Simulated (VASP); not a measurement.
The system is Te.

```
Te
1.0
     4.60135    0.00000    0.00000
    -2.30068    3.98489    0.00000
     0.00000    0.00000    5.90006
Te
3
Direct
  0.25670 0.00000 0.33333
  0.00000 0.25670 0.66667
  0.74330 0.74330 0.00000
```

```yaml
Program: VASP 6.6.1
Task: relaxation of cell and atoms
Functional: PBEsol
Potentials_or_basis: VASP PAW PBE potentials, release 64 (Te)
Cutoff: 600 eV
k_mesh: 3 × 3 × 2
Occupations: gaussian, width 0.1 eV
Spin: no spin polarisation
```

At the start: pressure -1.3 GPa; volume 36.06 Å³/atom.

Q: How do energy, volume and symmetry change on relaxing?

A: Over 13 steps the energy falls by 8.1 meV/atom and the volume is 34.26 Å³/atom (-5.0 %); space group P3_121 (No. 152, to 0.05 Å).

Step by step:
```csv
step,energy change (eV),largest force (eV/Å),pressure (GPa),volume (Å³)
1,0.0000,0.0257,-1.28,108.18
2,-0.0100,0.2954,0.67,103.74
3,-0.0129,0.2068,0.01,105.13
4,-0.0181,0.1530,0.02,104.45
5,-0.0240,0.0059,0.11,102.56
6,-0.0241,0.0120,0.11,102.64
7,-0.0239,0.0247,-0.19,103.19
8,-0.0242,0.0027,-0.01,102.86
9,-0.0242,0.0032,-0.01,102.86
10,-0.0241,0.0140,-0.10,103.03
11,-0.0242,0.0036,-0.02,102.87
12,-0.0242,0.0027,-0.02,102.85
13,-0.0243,0.0001,-0.02,102.77
```

Final structure:
```
Te
1.0
     4.51164    0.00000    0.00000
    -2.25582    3.90720    0.00000
     0.00000    0.00000    5.82985
Te
3
Direct
  0.26450 0.00000 0.33333
  0.00000 0.26450 0.66667
  0.73550 0.73550 0.00000
```

Caveat: the k mesh is coarse (spacing up to 0.53 Å⁻¹), so the values aren't converged; the PAW data sets were made with another functional, which shifts forces and pressure a little.
